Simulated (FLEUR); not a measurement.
# Ti (P6/mmm) in FLEUR: further runs

The runs below take Ti through band structure, equation of state, with Wu-Cohen GGA.

Program: FLEUR MaX-R8.1 (later development tree). These are calculated values, not measurements. Logs are shortened: lines on timing, memory, paths and dates and some standing lists are left out, and cuts for length are marked.

### 1 Starting point

Symmetry: P6/mmm, No. 191, hexagonal system. The conventional cell has a = 4.567 Å, b = 4.567 Å, c = 2.826 Å, α = 90.00°, β = 90.00°, γ = 120.00°. Ti (site symmetry -6m2) is surrounded by 11 Ti at 2.64 to 2.99 Å. Around Ti (site symmetry 6/mmm) lie 14 Ti at 2.83 to 2.99 Å.

This isn't the form of Ti at room conditions, which is hcp.

### 2 Band structure, Wu-Cohen GGA

Contents of inp.xml:

```xml
<?xml version="1.0" encoding="UTF-8" standalone="no"?>
<fleurInput fleurInputVersion="0.39">
   <comment>
      Ti                                                                                                  
   </comment>
   <calculationSetup>
      <cutoffs Kmax="4.24" Gmax="13.2" GmaxXC="13.2" numbands="0"/>
      <scfLoop itmax="60" minDistance="0.00001" maxIterBroyd="15" imix="Anderson" alpha="0.05" precondParam="0.0" spinf="2.0" sdNocoIR="T"/>
      <coreElectrons ctail="T" frcor="F" kcrel="0" coretail_lmax="0"/>
      <xcFunctional name="wc" relativisticCorrections="F"/>
      <magnetism jspins="1"/>
      <soc l_soc="F" theta="0.0" phi="0.0" spav="F"/>
      <expertModes spex="0" secvar="F"/>
      <geometryOptimization l_f="F" forcealpha="1.0" forcemix="BFGS" epsdisp="0.00001" epsforce="0.00001"/>
      <ldaU l_linMix="F" mixParam="0.05" spinf="1.0"/>
   </calculationSetup>
   <cell>
      <bzIntegration valenceElectrons="36.0" mode="hist" fermiSmearingEnergy="0.00183747">
         <kPointListSelection listName="default-1"/>
         <!-- k-points included here -->
         <xi:include xmlns:xi="http://www.w3.org/2001/XInclude" href="kpts.xml"> </xi:include>
      </bzIntegration>
      <!-- symmetry operations included here -->
      <xi:include xmlns:xi="http://www.w3.org/2001/XInclude" href="sym.xml"> </xi:include>
      <bulkLattice scale="1.0">
         <bravaisMatrix>
            <row-1>    8.6310875382253194     0.0000000000000000     0.0000000000000000</row-1>
            <row-2>   -4.3155437691126597     7.4747410703805031     0.0000000000000000</row-2>
            <row-3>    0.0000000000000000     0.0000000000000000     5.3408276315200558</row-3>
         </bravaisMatrix>
      </bulkLattice>
   </cell>
   <atomSpecies>
      <species name="Titanium (Ti)" element="Ti" atomicNumber="22">
         <mtSphere radius="2.31" gridPoints="763" logIncrement="0.016"/>
         <atomicCutoffs lmax="9" lnonsphr="7"/>
         <electronConfig flipSpins="F">
            <coreConfig>(1s1/2) (2s1/2) (2p1/2) (2p3/2)</coreConfig>
            <valenceConfig>(3s1/2) (3p1/2) (3p3/2) (4s1/2) (3d3/2) (3d5/2)</valenceConfig>
            <stateOccupation state="(3d3/2)" spinUp="0.400000" spinDown="0.400000"/>
            <stateOccupation state="(3d5/2)" spinUp="0.600000" spinDown="0.600000"/>
         </electronConfig>
         <energyParameters s="4" p="4" d="3" f="4"/>
         <lo type="SCLO" l="0" n="3" eDeriv="0"/>
         <lo type="SCLO" l="1" n="3" eDeriv="0"/>
         <lo type="SCLO" l="1" n="3" eDeriv="1"/>
         <lo type="SCLO" l="2" n="3" eDeriv="2"/>
         <lo type="SCLO" l="3" n="4" eDeriv="2"/>
      </species>
   </atomSpecies>
   <atomGroups>
      <atomGroup species="Titanium (Ti)">
         <relPos label="                   1">-1.000/3.000 1.000/3.000 1.000/2.000</relPos>
         <relPos label="                   2">1.000/3.000 -1.000/3.000 1.000/2.000</relPos>
         <force calculate="T" relaxXYZ="TTT"/>
      </atomGroup>
      <atomGroup species="Titanium (Ti)">
         <relPos label="                   3">.0000000000 .0000000000 .0000000000</relPos>
         <force calculate="T" relaxXYZ="TTT"/>
      </atomGroup>
   </atomGroups>
   <output dos="F" band="F" slice="F">
      <checks vchk="F" cdinf="F"/>
      <bandDOS minEnergy="-.5*Htr" maxEnergy="0.5*Htr" sigma="0.015" storeEVData="T"/>
      <vacuumDOS vacdos="F" integ="F" star="F" nstars="0" locx1="0.0" locy1="0.0" locx2="0.0" locy2="0.0" nstm="0" tworkf="0.0"/>
      <unfoldingBand unfoldBand="F" supercellX="1" supercellY="1" supercellZ="1"/>
      <plotting iplot="0" polar="F">
         <plot TwoD="T" vec1="  1.0  0.0  0.0" vec2="  0.0  1.0  0.0" vec3="  0.0  0.0  1.0" zero="  0.0  0.0  0.0" file="plot"/>
      </plotting>
      <chargeDensitySlicing numkpt="0" minEigenval="0.0" maxEigenval="0.0" nnne="0" pallst="F"/>
      <specialOutput eonly="F"/>
      <moessbauerParams electricFieldGradient="T" isomerShift="T" coreHyperfine="T" valenceHyperfine="T"/>
      <magneticCircularDichroism mcd="F" energyLo="-10.0" energyUp="0.0"/>
   </output>
  <!-- We include the file relax.xml here to enable relaxations (see documentation) -->
  <xi:include xmlns:xi="http://www.w3.org/2001/XInclude" href="relax.xml"> <xi:fallback/> </xi:include>
</fleurInput>
```

Contents of crystal.txt:

```
Ti
&input cartesian=F /
4.5673748306  0.0000000000  0.0000000000
-2.2836874153  3.9554626319  0.0000000000
0.0000000000  0.0000000000  2.8262442700
1.8897261246
1.0 1.0 1.0

3
22 0.6666666667  0.3333333333  0.5000000000
22 0.3333333333  0.6666666667  0.5000000000
22 0.0000000000  0.0000000000  0.0000000000

&kpt div1=7 div2=7 div3=9 gamma=T /
```

Contents of inp.xml (bands):

```
<?xml version="1.0" encoding="UTF-8" standalone="no"?>
<fleurInput fleurInputVersion="0.39">
   <comment>
      Ti                                                                                                  
   </comment>
   <calculationSetup>
      <cutoffs Kmax="4.24" Gmax="13.2" GmaxXC="13.2" numbands="0"/>
      <scfLoop itmax="60" minDistance="0.00001" maxIterBroyd="15" imix="Anderson" alpha="0.05" precondParam="0.0" spinf="2.0" sdNocoIR="T"/>
      <coreElectrons ctail="T" frcor="F" kcrel="0" coretail_lmax="0"/>
      <xcFunctional name="wc" relativisticCorrections="F"/>
      <magnetism jspins="1"/>
      <soc l_soc="F" theta="0.0" phi="0.0" spav="F"/>
      <expertModes spex="0" secvar="F"/>
      <geometryOptimization l_f="F" forcealpha="1.0" forcemix="BFGS" epsdisp="0.00001" epsforce="0.00001"/>
      <ldaU l_linMix="F" mixParam="0.05" spinf="1.0"/>
   </calculationSetup>
   <cell>
      <bzIntegration valenceElectrons="36.0" mode="hist" fermiSmearingEnergy="0.00183747">
         <kPointListSelection listName="path-1"/>
         <!-- k-points included here -->
         <xi:include xmlns:xi="http://www.w3.org/2001/XInclude" href="kpts.xml"> </xi:include>
      </bzIntegration>
      <!-- symmetry operations included here -->
      <xi:include xmlns:xi="http://www.w3.org/2001/XInclude" href="sym.xml"> </xi:include>
      <bulkLattice scale="1.0">
         <bravaisMatrix>
            <row-1>    8.6310875382253194     0.0000000000000000     0.0000000000000000</row-1>
            <row-2>   -4.3155437691126597     7.4747410703805031     0.0000000000000000</row-2>
            <row-3>    0.0000000000000000     0.0000000000000000     5.3408276315200558</row-3>
         </bravaisMatrix>
      </bulkLattice>
   </cell>
   <atomSpecies>
      <species name="Titanium (Ti)" element="Ti" atomicNumber="22">
         <mtSphere radius="2.31" gridPoints="763" logIncrement="0.016"/>
         <atomicCutoffs lmax="9" lnonsphr="7"/>
         <electronConfig flipSpins="F">
            <coreConfig>(1s1/2) (2s1/2) (2p1/2) (2p3/2)</coreConfig>
            <valenceConfig>(3s1/2) (3p1/2) (3p3/2) (4s1/2) (3d3/2) (3d5/2)</valenceConfig>
            <stateOccupation state="(3d3/2)" spinUp="0.400000" spinDown="0.400000"/>
            <stateOccupation state="(3d5/2)" spinUp="0.600000" spinDown="0.600000"/>
         </electronConfig>
         <energyParameters s="4" p="4" d="3" f="4"/>
         <lo type="SCLO" l="0" n="3" eDeriv="0"/>
         <lo type="SCLO" l="1" n="3" eDeriv="0"/>
         <lo type="SCLO" l="1" n="3" eDeriv="1"/>
         <lo type="SCLO" l="2" n="3" eDeriv="2"/>
         <lo type="SCLO" l="3" n="4" eDeriv="2"/>
      </species>
   </atomSpecies>
   <atomGroups>
      <atomGroup species="Titanium (Ti)">
         <relPos label="                   1">-1.000/3.000 1.000/3.000 1.000/2.000</relPos>
         <relPos label="                   2">1.000/3.000 -1.000/3.000 1.000/2.000</relPos>
         <force calculate="T" relaxXYZ="TTT"/>
      </atomGroup>
      <atomGroup species="Titanium (Ti)">
         <relPos label="                   3">.0000000000 .0000000000 .0000000000</relPos>
         <force calculate="T" relaxXYZ="TTT"/>
      </atomGroup>
   </atomGroups>
   <output dos="F" band="T" slice="F">
      <checks vchk="F" cdinf="F"/>
      <bandDOS minEnergy="-.5*Htr" maxEnergy="0.5*Htr" sigma="0.015" storeEVData="T"/>
      <vacuumDOS vacdos="F" integ="F" star="F" nstars="0" locx1="0.0" locy1="0.0" locx2="0.0" locy2="0.0" nstm="0" tworkf="0.0"/>
      <unfoldingBand unfoldBand="F" supercellX="1" supercellY="1" supercellZ="1"/>
      <plotting iplot="0" polar="F">
         <plot TwoD="T" vec1="  1.0  0.0  0.0" vec2="  0.0  1.0  0.0" vec3="  0.0  0.0  1.0" zero="  0.0  0.0  0.0" file="plot"/>
      </plotting>
      <chargeDensitySlicing numkpt="0" minEigenval="0.0" maxEigenval="0.0" nnne="0" pallst="F"/>
      <specialOutput eonly="F"/>
      <moessbauerParams electricFieldGradient="T" isomerShift="T" coreHyperfine="T" valenceHyperfine="T"/>
      <magneticCircularDichroism mcd="F" energyLo="-10.0" energyUp="0.0"/>
   </output>
  <!-- We include the file relax.xml here to enable relaxations (see documentation) -->
  <xi:include xmlns:xi="http://www.w3.org/2001/XInclude" href="relax.xml"> <xi:fallback/> </xi:include>
</fleurInput>
```

Potentials or basis: all-electron, FLAPW.

Command:

```console
inpgen -f crystal.txt -profile fastHighL
# inp.xml edited to the form shown
fleur_MPI
fleur_MPI   # second run, on inp.xml (bands)
```

The program printed:

```text
Welcome to FLEUR        (www.flapw.de)
      MaX-Release 8.1          (www.max-centre.eu)

 ========== k-point set info ==========
 Selected k-point list: default-1
 k-point list type: mesh
 7 x 7 x 9
 Number of k points: 40

 ------------Calculation Setup---------------------------
 Number of MPI-tasks      :            1
 Number of PE/node        :            1
 Number of OMP-threads    :            1
 Most efficient MPI parallelization for:
           1           2           4           5           8          10          20          40
 Additional eigenvalue parallelization possible
 Number of basis functions:          557
 Approximate size of matrices (H+S) per k-point:         0.005 GB
 --------------------------------------------------------
 Iteration:     1   Distance:       8.33955660 me/bohr^3
 Iteration:     2   Distance:       7.12802412 me/bohr^3
 Iteration:     3   Distance:       4.62385271 me/bohr^3
 Iteration:     4   Distance:       2.84771276 me/bohr^3
 Iteration:     5   Distance:       2.18615635 me/bohr^3
 Iteration:     6   Distance:       0.67965809 me/bohr^3
 Iteration:     7   Distance:       1.24628409 me/bohr^3
 Iteration:     8   Distance:       0.62135322 me/bohr^3
 Iteration:     9   Distance:       0.11846284 me/bohr^3
 Iteration:    10   Distance:       0.02553078 me/bohr^3
 Iteration:    11   Distance:       0.01564497 me/bohr^3
 Iteration:    12   Distance:       0.00714126 me/bohr^3
 Iteration:    13   Distance:       0.00331454 me/bohr^3
 Iteration:    14   Distance:       0.00028075 me/bohr^3
 Iteration:    15   Distance:       0.00026121 me/bohr^3
 Iteration:    16   Distance:       0.00017918 me/bohr^3
 Iteration:    17   Distance:       0.00014672 me/bohr^3
 Iteration:    18   Distance:       0.00004400 me/bohr^3
 Iteration:    19   Distance:       0.00001343 me/bohr^3
 Iteration:    20   Distance:       0.00001064 me/bohr^3
 Iteration:    21   Distance:       0.00000184 me/bohr^3

 ********************************************************************
 Run finished successfully
 Stop message:
   all done
 ********************************************************************
```

Wall time 86 s (1 thread of Arm Neoverse V1, shared host); peak memory 0.07 GiB.

What came out:

| Item | Value |
| --- | --- |
| Free energy | -69672.8640 eV |
| Band gap along the path | none (metal or under the smearing width) |
| Valence electrons inside the program's atomic spheres | Ti 10.24, 10.12 (radii Ti 2.31 bohr) |

Levels at the corners of the path, in eV from the Fermi level:
| point | band 16 | band 17 | band 18 | band 19 | band 20 | band 21 |
| --- | --- | --- | --- | --- | --- | --- |
| Γ | -0.70 | -0.60 | -0.60 | -0.03 | 0.68 | 1.30 |
| M | -0.41 | -0.40 | -0.35 | 0.06 | 0.54 | 1.04 |
| K | -0.29 | -0.29 | -0.09 | 0.10 | 0.40 | 0.40 |
| Γ | -0.70 | -0.60 | -0.60 | -0.03 | 0.68 | 1.30 |
| A | -1.71 | -1.62 | -1.62 | 1.07 | 1.07 | 1.26 |
| L | -1.17 | -0.67 | -0.63 | 0.36 | 0.82 | 0.95 |
| H | -1.10 | -1.10 | -0.95 | 0.66 | 0.66 | 0.79 |
| A | -1.71 | -1.62 | -1.62 | 1.07 | 1.07 | 1.26 |
| L | -1.17 | -0.67 | -0.63 | 0.36 | 0.82 | 0.95 |
| M | -0.41 | -0.40 | -0.35 | 0.06 | 0.54 | 1.04 |
| K | -0.29 | -0.29 | -0.09 | 0.10 | 0.40 | 0.40 |
| H | -1.10 | -1.10 | -0.95 | 0.66 | 0.66 | 0.79 |

Core levels (eV from the Fermi level):
| atom | levels |
| --- | --- |
| 1 Ti | 1s1/2 -4860.0, 2s1/2 -530.3, 2p1/2 -441.9, 2p3/2 -436.1 |
| 2 Ti | 1s1/2 -4860.0, 2s1/2 -530.3, 2p1/2 -441.9, 2p3/2 -436.1 |
| 3 Ti | 1s1/2 -4860.3, 2s1/2 -530.8, 2p1/2 -442.3, 2p3/2 -436.5 |

### 3 Equation of state, Wu-Cohen GGA, 16.00 Å³/atom (volume scaled by 0.94)

inp.xml, as its differences from that of step 2:

```diff
@@ -6,3 +6,3 @@
    <calculationSetup>
-      <cutoffs Kmax="4.24" Gmax="13.2" GmaxXC="13.2" numbands="0"/>
+      <cutoffs Kmax="4.38" Gmax="13.6" GmaxXC="13.6" numbands="0"/>
       <scfLoop itmax="60" minDistance="0.00001" maxIterBroyd="15" imix="Anderson" alpha="0.05" precondParam="0.0" spinf="2.0" sdNocoIR="T"/>
@@ -24,3 +24,3 @@
       <xi:include xmlns:xi="http://www.w3.org/2001/XInclude" href="sym.xml"> </xi:include>
-      <bulkLattice scale="1.0">
+      <bulkLattice scale="0.9795861087">
          <bravaisMatrix>
@@ -34,3 +34,3 @@
       <species name="Titanium (Ti)" element="Ti" atomicNumber="22">
-         <mtSphere radius="2.31" gridPoints="763" logIncrement="0.016"/>
+         <mtSphere radius="2.24" gridPoints="763" logIncrement="0.016"/>
          <atomicCutoffs lmax="9" lnonsphr="7"/>
```

Potentials or basis: all-electron, FLAPW.

Command:

```console
inpgen -f crystal.txt -profile fastHighL
# inp.xml edited to the form shown
fleur_MPI
```

The program printed:

```text
Welcome to FLEUR        (www.flapw.de)
      MaX-Release 8.1          (www.max-centre.eu)

 ========== k-point set info ==========
 Selected k-point list: default-1
 k-point list type: mesh
 7 x 7 x 9
 Number of k points: 40

 ------------Calculation Setup---------------------------
 Number of MPI-tasks      :            1
 Number of PE/node        :            1
 Number of OMP-threads    :            1
 Most efficient MPI parallelization for:
           1           2           4           5           8          10          20          40
 Additional eigenvalue parallelization possible
 Number of basis functions:          581
 Approximate size of matrices (H+S) per k-point:         0.005 GB
 --------------------------------------------------------
 Iteration:     1   Distance:       8.49378308 me/bohr^3
 Iteration:     2   Distance:       7.27397784 me/bohr^3
 Iteration:     3   Distance:       4.77200344 me/bohr^3
 Iteration:     4   Distance:       2.92910873 me/bohr^3
 Iteration:     5   Distance:       2.19976175 me/bohr^3
 Iteration:     6   Distance:       0.74665665 me/bohr^3
 Iteration:     7   Distance:       1.40454078 me/bohr^3
 Iteration:     8   Distance:       0.40731647 me/bohr^3
 Iteration:     9   Distance:       0.11584340 me/bohr^3
 Iteration:    10   Distance:       0.02064224 me/bohr^3
 Iteration:    11   Distance:       0.01673841 me/bohr^3
 Iteration:    12   Distance:       0.00583094 me/bohr^3
 Iteration:    13   Distance:       0.00351326 me/bohr^3
 Iteration:    14   Distance:       0.00035943 me/bohr^3
 Iteration:    15   Distance:       0.00037727 me/bohr^3
 Iteration:    16   Distance:       0.00021700 me/bohr^3
 Iteration:    17   Distance:       0.00016029 me/bohr^3
 Iteration:    18   Distance:       0.00005999 me/bohr^3
 Iteration:    19   Distance:       0.00001096 me/bohr^3
 Iteration:    20   Distance:       0.00000199 me/bohr^3

 ********************************************************************
 Run finished successfully
 Stop message:
   all done
 ********************************************************************
```

Run time: 82 s. Hardware: 1 thread of Arm Neoverse V1, shared host; peak memory 0.08 GiB.

What came out:

* Free energy: -69672.8666 eV
* Band gap on the k mesh: none (metal or under the smearing width)
* Valence electrons inside the program's atomic spheres: Ti 10.15, 10.03 (radii Ti 2.24 bohr)

### 4 Equation of state, Wu-Cohen GGA, 16.34 Å³/atom (volume scaled by 0.96)

inp.xml, as its differences from that of step 3:

```diff
@@ -24,3 +24,3 @@
       <xi:include xmlns:xi="http://www.w3.org/2001/XInclude" href="sym.xml"> </xi:include>
-      <bulkLattice scale="0.9795861087">
+      <bulkLattice scale="0.9864848297">
          <bravaisMatrix>
```

Command:

```console
inpgen -f crystal.txt -profile fastHighL
# inp.xml edited to the form shown
fleur_MPI
```

It took 86 s on 1 thread of Arm Neoverse V1, shared host; peak memory 0.09 GiB.

The run converged. Its results:

| Item | Value |
| --- | --- |
| Free energy | -69672.8817 eV |
| Band gap on the k mesh | none (metal or under the smearing width) |
| Valence electrons inside the program's atomic spheres | Ti 10.13, 10.01 (radii Ti 2.24 bohr) |

### 5 Equation of state, Wu-Cohen GGA, 17.02 Å³/atom

inp.xml, as its differences from that of step 4:

```diff
@@ -24,3 +24,3 @@
       <xi:include xmlns:xi="http://www.w3.org/2001/XInclude" href="sym.xml"> </xi:include>
-      <bulkLattice scale="0.9864848297">
+      <bulkLattice scale="1.0000000000">
          <bravaisMatrix>
```

Command:

```console
inpgen -f crystal.txt -profile fastHighL
# inp.xml edited to the form shown
fleur_MPI
```

Wall time 91 s (1 thread of Arm Neoverse V1, shared host); peak memory 0.09 GiB.

It converged, with:

| Quantity | Value |
| --- | --- |
| Free energy | -69672.8640 eV |
| Band gap on the k mesh | none (metal or under the smearing width) |
| Valence electrons inside the program's atomic spheres | Ti 10.09, 9.97 (radii Ti 2.24 bohr) |

### 6 Equation of state, Wu-Cohen GGA, 17.70 Å³/atom (volume scaled by 1.04)

inp.xml, as its differences from that of step 5:

```diff
@@ -24,3 +24,3 @@
       <xi:include xmlns:xi="http://www.w3.org/2001/XInclude" href="sym.xml"> </xi:include>
-      <bulkLattice scale="1.0000000000">
+      <bulkLattice scale="1.0131594038">
          <bravaisMatrix>
```

Potentials or basis: all-electron, FLAPW.

Command:

```console
inpgen -f crystal.txt -profile fastHighL
# inp.xml edited to the form shown
fleur_MPI
```

Run time: 1.7 min. Hardware: 1 thread of Arm Neoverse V1, shared host; peak memory 0.09 GiB.

Results (log left out):

```
Free energy                                           : -69672.7914 eV
Band gap on the k mesh                                : none (metal or under the smearing width)
Valence electrons inside the program's atomic spheres : Ti 10.05, 9.94 (radii Ti 2.24 bohr)
```

### 7 Equation of state, Wu-Cohen GGA, 18.04 Å³/atom (volume scaled by 1.06)

inp.xml, as its differences from that of step 6:

```diff
@@ -24,3 +24,3 @@
       <xi:include xmlns:xi="http://www.w3.org/2001/XInclude" href="sym.xml"> </xi:include>
-      <bulkLattice scale="1.0131594038">
+      <bulkLattice scale="1.0196128224">
          <bravaisMatrix>
```

Command:

```console
inpgen -f crystal.txt -profile fastHighL
# inp.xml edited to the form shown
fleur_MPI
```

Wall time 1.7 min (1 thread of Arm Neoverse V1, shared host); peak memory 0.09 GiB.

The run converged. Its results:

```yaml
Free_energy: -69672.7377 eV
Band_gap_on_the_k_mesh: none (metal or under the smearing width)
Valence_electrons_inside_the_program's_atomic_spheres: Ti 10.03, 9.92 (radii Ti 2.24 bohr)
```

### 8 Equation of state, Wu-Cohen GGA

No new run: the results of the series are fitted here.

What came out:

* Equilibrium volume: 16.48 Å³/atom
* Bulk modulus at fixed shape and positions: 121 GPa
* Pressure derivative of the bulk modulus: 3.6 (rough: it moves with the points fitted)

Energy against volume, from the lowest point:
```
volume (Å³/atom)  energy (meV/atom)
          15.999               5.04
          16.339               0.00
          17.020               5.92
          17.701              30.09
          18.041              48.01
```

Caveat: the cell was scaled at fixed shape and fractional positions, which overstates the stiffness of a crystal with free parameters, most of all of layers and chains.
